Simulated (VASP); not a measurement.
Input of a VASP 6.6.1 run:

INCAR

```
SYSTEM = Co
PREC     = Accurate       ! precision mode
ENCUT    = 600            ! plane-wave cutoff, eV
EDIFF    = 1E-6           ! SCF threshold, eV
ISMEAR   = 1              ! smearing method
SIGMA    = 0.1            ! smearing width, eV
LREAL    = .False.        ! projectors in reciprocal space
LASPH    = .True.         ! aspherical terms in the spheres
NELM     = 120            ! most SCF steps
ALGO     = Normal         ! electronic algorithm
ISIF     = 3              ! what is computed and relaxed
LWAVE    = .False.        ! write WAVECAR
LCHARG   = .False.        ! write CHGCAR
ISPIN    = 2              ! spin polarisation
MAGMOM   = 2 2            ! initial moments
LORBIT   = 11             ! projections on sites
LMAXMIX  = 4              ! l up to which the mixer works
GGA      = PE             ! functional
IBRION   = 2              ! ionic algorithm
NSW      = 60             ! ionic steps
EDIFFG   = -0.01          ! ionic threshold
```

The input KPOINTS:

```
Automatic mesh
0
Gamma
  12 12 7
  0 0 0
```

The input POSCAR:

```
Co
1.0
    2.5190008700      0.0000000000      0.0000000000
   -1.2595004300      2.1815187500      0.0000000000
    0.0000000000      0.0000000000      4.0910000000
Co
2
Direct
    0.3460330400      0.6770390100      0.2041827900
    0.6539669600      0.3229609900      0.7958172100
```

Potentials or basis: VASP PAW PBE potentials, release 64 (Co).

Run with:

```bash
$ cat potpaw_PBE.64/Co/POTCAR > POTCAR
$ mpirun -np 1 vasp_std > vasp.out
```

(1) Estimate the relaxed volume.

(2) Estimate the band gap on the k mesh.

(3) What does it give for the relaxed cell?

(4) Predict the net moment.

Answers

(1) 10.83 Å³/atom.

(2) none (metal or under the smearing width).

(3) a = 2.495 Å, b = 2.494 Å, c = 4.019 Å, α = 90.01°, β = 89.98°, γ = 120.00°.

(4) 3.24 μB per cell.
